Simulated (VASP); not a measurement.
Here is a VASP 6.6.1 calculation.

File POSCAR:

```
HfH3
1.0
    2.9991426997      0.0000000000      0.0000000000
    0.0000000000      2.9991426997      0.0000000000
    0.0000000000      0.0000000000      2.9991426997
Hf H
1 3
Direct
    0.0000000000      0.0000000000      0.0000000000
    0.0000000000      0.5000000000      0.5000000000
    0.5000000000      0.0000000000      0.5000000000
    0.5000000000      0.5000000000      0.0000000000
```

File INCAR.step1:

```
SYSTEM = HfH3
PREC = Accurate
ENCUT = 520
ISMEAR = 0
SIGMA = 0.1
LREAL = .False.
LASPH = .True.
NELM = 100
NBANDS = 14
GGA = PE
ALGO = Normal
EDIFF = 1E-4
LWAVE = .True.
LCHARG = .False.
```

Contents of INCAR.step2:

```
SYSTEM = HfH3
PREC = Accurate
ENCUT = 520
EDIFF = 1E-7
ISMEAR = 0
SIGMA = 0.1
LREAL = .False.
LASPH = .True.
NELM = 100
ALGO = Normal
ISIF = 2
LWAVE = .False.
LCHARG = .True.
METAGGA = R2SCAN
LMIXTAU = .True.
LELF = .True.
LVHAR = .True.
NBANDS = 14
ISTART = 1
```

Contents of KPOINTS:

```
regular mesh
0
Gamma
  14 14 14
  0 0 0
```

Potentials or basis: VASP PAW PBE potentials, release 64 (Hf_pv, H).

Command:

```sh
$ cat potpaw_PBE.64/Hf_pv/POTCAR potpaw_PBE.64/H/POTCAR > POTCAR
$ cp INCAR.step1 INCAR
$ mpirun -np 1 vasp_std > vasp.out
$ cp INCAR.step2 INCAR
$ mpirun -np 1 vasp_std > vasp.out
```

Estimate the pressure.

11.2 GPa.

What does it give for the band gap on the k mesh?

None (metal or under the smearing width).

Caveat: the PAW data sets were made with another functional, which shifts forces and pressure a little. The run has no spin-orbit coupling, so splittings on Hf are missing.
